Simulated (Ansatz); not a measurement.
KF (Fm-3m), phonons: input and output

Method: PBEsol, all-electron LAPW in Ansatz 0.2.0, scalar-relativistic.

The cell comes from a PAW relaxation under the same functional.

Command:

```sh
ansatz run input.yaml --threads 1 --pin off --max-ram 3072MiB --backend cpu --events-out ev --progress --plain --runs-dir out
```

Input file:

```yaml
crystal:
  lattice:
    - [0.0, 2.65418623377, 2.65418623377]
    - [2.65418623377, 0.0, 2.65418623377]
    - [2.65418623377, 2.65418623377, 0.0]
  atoms:
    - { symbol: K, position: [0.0, 0.0, 0.0] }
    - { symbol: F, position: [0.5, 0.5, 0.5] }
kpoints:
  mp_grid: { grid: [6, 6, 6] }
scf:
  occupations: { method: fixed }
hamiltonian:
  xc: pbesol
  pseudopotentials: { kind: all_electron, lapw: { basis_error: 0.001 } }
phonons:
  qmesh: [2, 2, 2]
  qpath:
    path:
      - [0.0, 0.0, 0.0]
      - [0.5, 0.0, 0.5]
      - [0.625, 0.25, 0.625]
      - [0.375, 0.375, 0.75]
      - [0.0, 0.0, 0.0]
      - [0.5, 0.5, 0.5]
      - [0.5, 0.25, 0.75]
      - [0.5, 0.0, 0.5]
    npoints: 6
  temperatures: { t_min: 0, t_max: 1000, t_step: 100 }
```

The program printed:

```
Warning: RAYON_NUM_THREADS=1 ignored (pool sized by the plan → 1); use --threads N
LAPW: plane waves up to 7.554 Å⁻¹, error target 1.0e-3 eV per atom; small_component_spin mean_spin; F in spheres of 1.272 Å, 7 of its electrons in bands, Dirac shells []; K in spheres of 1.303 Å, 17 of its electrons in bands, ...
Engine: ansatz 0.2.0, aarch64-unknown-linux-gnu
Pseudopotentials: kind: all_electron
Pseudopotential: K, LAPW, valence charge 17, lapw/all_electron/scalar/gaussian/K, Koelling and Harmon's equation, gaussian nucleus
Pseudopotential: F, LAPW, valence charge 7, lapw/all_electron/scalar/gaussian/F, Koelling and Harmon's equation, gaussian nucleus
Functional definition: PBEsol
  exchange = pbesol_x
  correlation = pbesol_c
davidson cushion auto → on  (no smearing: the cushion is to keep the highest requested band from converging to the state above it; pin scf.eigensolver.cushion to override)
Crystal: 4 atoms, lattice volume = 74.792 Å³
Basis set: ecut = 217.42135696399535 eV, 537 PW (Γ), FFT grids on a1, a2, −a1+a2+a3, exchange–correlation at level 2
Bands: 29, of which v1, the nominal top of the filled ones, is band 24 counted from 1 (23 counted from 0)
Symmetry: 32 space group operations
k-points: 20 of 108
Non-local potential: K, projectors of the file, none
Non-local potential: F, projectors of the file, none
Initial density: superposition of atomic densities (chi_scale 0.1, normalization cell, long waves kept (reshape's long-wave potential 0.00 eV rms))
Initial wavefunctions: plane waves of lowest kinetic energy (no species holds an atomic orbital)
Functional: x = pbesol(κ = 0.804, μ = 0.12345679012345678), c = pbesol(β = 0.046)
iter 1 solved again at ethr=3.85e-3 eV; its pass at ethr=1.00e-1 eV (dr2=1.85e0 eV) is discarded
SCF iter   1: F=—  HF=-38155.078117 eV  |F-HF|=—  |Δ(HF+E_count)|=         —  Δρ=3.87e-2  dr2=1.85e0  ethr=3.85e-3  ⟨swp⟩=2.0  Hψ=3664  notcnv=0
preconditioner: auto → Resta (q_TF=auto, 2.534 Å⁻¹)  ε∞=2.5  [insulator: Δε(μ)=8.554 eV  Ē_g=19.726 eV  n_scr=20 (ndim 8)  ℏωp=24.3 eV  f_vac=0.000  ε∞_Penn≈2.5]
iter 2 solved again at ethr=2.56e-4 eV; its pass at ethr=3.85e-3 eV (dr2=1.23e-1 eV) is discarded
SCF iter   2: F=—  HF=-38153.062901 eV  |F-HF|=—  |Δ(HF+E_count)|=    2.02e0  Δρ=9.79e-3  dr2=1.23e-1  ethr=2.56e-4  ⟨swp⟩=2.0  Hψ=3390  notcnv=0
SCF iter   3: F=—  HF=-38152.769316 eV  |F-HF|=—  |Δ(HF+E_count)|=   2.94e-1  Δρ=1.36e-2  dr2=2.50e-1  ethr=2.55e-4  ⟨swp⟩=3.0  Hψ=2163  notcnv=0
SCF iter   4: F=—  HF=-38152.753773 eV  |F-HF|=—  |Δ(HF+E_count)|=   1.55e-2  Δρ=1.73e-3  dr2=2.84e-3  ethr=2.55e-4  ⟨swp⟩=3.4  Hψ=1917  notcnv=0
SCF iter   5: F=—  HF=-38152.756776 eV  |F-HF|=—  |Δ(HF+E_count)|=   3.00e-3  Δρ=9.33e-4  dr2=1.16e-3  ethr=5.91e-6  ⟨swp⟩=4.0  Hψ=2335  notcnv=0
SCF iter   6: F=—  HF=-38152.757606 eV  |F-HF|=—  |Δ(HF+E_count)|=   8.30e-4  Δρ=5.12e-4  dr2=3.34e-4  ethr=2.41e-6  ⟨swp⟩=3.9  Hψ=2120  notcnv=0
SCF iter   7: F=—  HF=-38152.757449 eV  |F-HF|=—  |Δ(HF+E_count)|=   1.57e-4  Δρ=4.08e-5  dr2=1.87e-6  ethr=6.97e-7  ⟨swp⟩=3.9  Hψ=2206  notcnv=0
SCF iter   8: F=—  HF=-38152.757466 eV  |F-HF|=—  |Δ(HF+E_count)|=   1.75e-5  Δρ=8.02e-6  dr2=6.43e-8  ethr=3.91e-9  ⟨swp⟩=4.5  Hψ=2391  notcnv=0
[... 50 lines left out ...]
iter 5 solved again at ethr=6.09e-12 eV; its pass at ethr=1.24e-10 eV (dr2=2.92e-9 eV) is discarded
SCF iter   5: F=—  HF=-38152.757354 eV  |F-HF|=—  |Δ(HF+E_count)|=   5.65e-8  Δρ=1.46e-6  dr2=2.92e-9  ethr=6.09e-12  ⟨swp⟩=2.0  Hψ=5979  notcnv=0
SCF iter   6: F=-38152.757354 eV  HF=-38152.757354 eV  |F-HF|=2.98e-10  |Δ(HF+E_count)|=   5.86e-9  Δρ=3.42e-7  dr2=1.21e-10  ethr=8.94e-12 (applied; sched 6.09e-12)  ⟨swp⟩=4.0  Hψ=3928  notcnv=0
SCF 5 converged in 6 iterations: F = -38152.757354 eV  dr2 = 1.21e-10
iter 1 solved again at ethr=3.73e-8 eV; its pass at ethr=1.00e-1 eV (dr2=1.79e-5 eV) is discarded
SCF iter   1: F=—  HF=-38152.757335 eV  |F-HF|=—  |Δ(HF+E_count)|=         —  Δρ=1.10e-4  dr2=1.73e-5  ethr=3.73e-8  ⟨swp⟩=7.4  Hψ=8638  notcnv=0
SCF iter   2: F=—  HF=-38152.757356 eV  |F-HF|=—  |Δ(HF+E_count)|=   2.09e-5  Δρ=6.73e-5  dr2=6.54e-6  ethr=3.60e-8  ⟨swp⟩=3.0  Hψ=3430  notcnv=0  defer=1
iter 3 solved again at ethr=7.09e-10 eV; its pass at ethr=1.36e-8 eV (dr2=3.40e-7 eV) is discarded
SCF iter   3: F=—  HF=-38152.757359 eV  |F-HF|=—  |Δ(HF+E_count)|=   2.55e-6  Δρ=1.46e-5  dr2=3.38e-7  ethr=7.09e-10  ⟨swp⟩=2.0  Hψ=5689  notcnv=0
SCF iter   4: F=—  HF=-38152.757359 eV  |F-HF|=—  |Δ(HF+E_count)|=   2.64e-7  Δρ=3.26e-6  dr2=9.83e-9  ethr=7.03e-10  ⟨swp⟩=3.8  Hψ=3732  notcnv=0  defer=1
SCF iter   5: F=—  HF=-38152.757359 eV  |F-HF|=—  |Δ(HF+E_count)|=   2.16e-8  Δρ=1.81e-6  dr2=2.07e-9  ethr=2.05e-11  ⟨swp⟩=3.5  Hψ=3723  notcnv=0
SCF iter   6: F=-38152.757359 eV  HF=-38152.757359 eV  |F-HF|=2.76e-9  |Δ(HF+E_count)|=   4.17e-9  Δρ=9.43e-7  dr2=5.00e-10  ethr=8.41e-12 (applied; sched 4.31e-12)  ⟨swp⟩=3.6  Hψ=3704  notcnv=0
SCF 6 converged in 6 iterations: F = -38152.757359 eV  dr2 = 5.00e-10
SCF converged after 10 iterations
Free energy (F): -38152.757467 eV
Harris-Foulkes:  -38152.757467 eV  (|F-HF|=2.18e-11)
Internal energy: -38152.757467 eV  (E = F + TS)
E sigma→0 (E₀):  -38152.757467 eV
Fermi energy:    1.856119 eV
--- Per-component energies (eV) ---
  E_band       = -4820.635880
  E_kinetic    = 38365.852252
  E_xc         = -2328.734240
  E_electrostatic = -74189.875479  (all electrons and nuclei)
  E_smearing   = -0.000000  (= −TS)
  E_closure    = 0.000000  (closes the sum)
  Σ components = -38152.757467   (vs F -38152.757467, Δ=0.00e0)
  Basis errors (estimates in eV, not in F): energy 3.0e-4 per atom: plane waves 2.9e-4 (1.6e-4 summed), levels above the bands 0.0e0, relativity 1.5e-8, radial functions 1.5e-5, core shells 3.4e-10; eigenvalues (radial functions ...
--- Forces (eV/Å), atoms counted from 1 ---
  atom   1  K      0.00000000    -0.00000000     0.00000000
  atom   2  F     -0.00000000     0.00000000     0.00000000
  atom   3  K      0.00000000    -0.00000000     0.00000000
  atom   4  F     -0.00000000    -0.00000000     0.00000000
  max |Σ_I F_I| component: 3.70e-31 eV/Å
--- Phonons: 4 displaced members + 2 references (amplitude of the first 0.01 Å, Σ member SCF iterations 24) ---
  ASR residual: 1.064e-3 → 0.000e0 eV/Å²; symmetrization residual: 9.391e-4 eV/Å²
  largest component of a force at the reference: 2.8e-31 eV/Å
  ASR residual per site (eV/Å²): 1.03e-4 1.06e-3
  Γ frequencies (cm⁻¹): 0.00 0.00 0.00 179.08 179.08 179.08
--- Phonons (by wavevector): 3 wavevectors in 2 supercells ---
  supercell 1 (2 cells, vectors [1, 0, 0], [0, 1, -1], [0, 0, 2] in multiples of the cell's): 2 displaced members by 0.01 Å; free energy -38152.757467 eV; taken off its force constants: by the sum rule 1.1e-3, by the ...
  symmetry images taken by strict's conditions (phonons.symmetry_images: auto; settled by no image being taken that strict refuses)
  supercell 2 (2 cells, vectors [1, 0, 0], [0, 1, 0], [0, 0, 2] in multiples of the cell's): 2 displaced members by 0.01 Å; free energy -38152.757467 eV; taken off its force constants: by the sum rule 9.9e-4, by the ...
  symmetry images taken by strict's conditions (phonons.symmetry_images: auto; settled by no image being taken that strict refuses)
  q = [0.0000, 0.0000, 0.0000] (star 1, supercell 1; hermiticity 1.52e-50, symmetrization 6.97e-5): -0.00 0.00 0.00 179.08 179.08 179.08
  q = [0.0000, 0.0000, -0.5000] (star 4, supercell 2; hermiticity 8.20e-17, symmetrization 5.92e-16): 111.29 111.29 166.58 166.58 194.21 254.92
  q = [0.0000, -0.5000, -0.5000] (star 3, supercell 1; hermiticity 1.19e-16, symmetrization 3.16e-16): 89.51 89.51 166.93 185.93 185.93 199.92
  joined force constants: q→R imaginary residual 2.70e-17
  density of states and harmonic sums: on the 20×20×20 q-mesh, interpolated from the force constants of a 2×2×2 supercell (no non-analytic term)
  largest difference from the sums on the solved wave vectors: F 6.79e-2 eV, S 1.00e-4 and C_V 3.23e-5 eV/K
```

The calculation finished and met its thresholds.

Harmonic thermodynamics:

Harmonic phonons of a crystal by Kohn-Sham DFT at the given cell, standard atomic masses, acoustic sum rule imposed; negative wavenumbers are unstable modes; sums over wave vectors interpolated from the q mesh.

| Item | Value |
| --- | --- |
| Zero point energy | 29.25 meV/atom |

| temperature (K) | phonon heat capacity (k_B/atom) | phonon entropy (k_B/atom) | phonon free energy (meV/atom) |
| --- | --- | --- | --- |
| 100 | 1.981 | 1.297 | 25.45 |
| 200 | 2.681 | 2.95 | 6.67 |
| 300 | 2.851 | 4.076 | -23.88 |
| 400 | 2.915 | 4.906 | -62.74 |
| 500 | 2.945 | 5.56 | -107.9 |
| 600 | 2.962 | 6.099 | -158.2 |
| 700 | 2.972 | 6.556 | -212.8 |
| 800 | 2.978 | 6.953 | -271.1 |
| 900 | 2.983 | 7.304 | -332.5 |
| 1000 | 2.986 | 7.619 | -396.8 |

**Phonons on the q mesh**

One row a degenerate set, branches counted upwards.

| Quantity | Value |
| --- | --- |
| Unstable phonons | no |

| point | q a (r.l.u.) | q b (r.l.u.) | q c (r.l.u.) | branch | phonon wavenumber (cm⁻¹) | degeneracy |
| --- | --- | --- | --- | --- | --- | --- |
| Gamma | 0 | 0 | 0 | 4 | 179.1 | 3 |
| L | 0.5 | 0 | 0 | 1 | 111.3 | 2 |
| L | 0.5 | 0 | 0 | 3 | 166.6 | 2 |
| L | 0.5 | 0 | 0 | 5 | 194.2 | 1 |
| L | 0.5 | 0 | 0 | 6 | 254.9 | 1 |
| X | 0.5 | 0.5 | 0 | 1 | 89.5 | 2 |
| X | 0.5 | 0.5 | 0 | 3 | 166.9 | 1 |
| X | 0.5 | 0.5 | 0 | 4 | 185.9 | 2 |
| X | 0.5 | 0.5 | 0 | 6 | 199.9 | 1 |

### Zone-centre phonons

Optical zone-centre levels upwards with Mulliken labels, activity, and the element with most of the kinetic energy.

| Quantity | Value |
| --- | --- |
| Point group | m-3m |

| number | phonon wavenumber (cm⁻¹) | label | infrared | raman | lead element |
| --- | --- | --- | --- | --- | --- |
| 1 | 179.1 | T1u | yes | no | F |

Limits of these numbers: no LO-TO term in the interpolation; coarse q mesh; no LO-TO term at the zone centre.

Cost: 100 s on 1 thread of Arm Neoverse V2, with other jobs on the host, peak memory 0.34 GiB.
